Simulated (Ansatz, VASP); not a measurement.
Two plane-wave programs on ZnSe

```xyz
2
Lattice="3.3521 0.0000 0.0000 0.0000 3.3521 0.0000 0.0000 0.0000 3.3521" Properties=species:S:1:pos:R:3 pbc="T T T"
Zn    1.6761    1.6761    1.6761
Se    0.0000    0.0000    0.0000
```

Alike in both runs: functional PBE; k mesh 16 × 16 × 16; occupations gaussian, width 0.1 eV; no spin polarisation.

Ansatz relaxed the structure, and its values are those at the end. VASP's run is a single point on that final structure, the one shown.

|  | VASP | Ansatz |
| --- | --- | --- |
| version | VASP 6.6.1 | Ansatz 0.2.0 |
| potentials or method | VASP PAW PBE potentials, release 64 (Zn, Se) | scalar-relativistic, plane waves, PAW |
| plane-wave cutoff (eV) | 520 | 420 |
| valence electrons in the cell | 18 | 28 |

|  | VASP | Ansatz | Ansatz less VASP |
| --- | --- | --- | --- |
| gap on the k mesh at the Fermi level (eV) | none | none | - |
| pressure (GPa) | 0.1 | 0.0 | -0.14 |

A gap of «none» marks a metal or a gap that the smearing closes. The functional is the same, so the differences come from potentials, cutoffs and numerics. The two sets of potentials don't hold the same shells in valence.
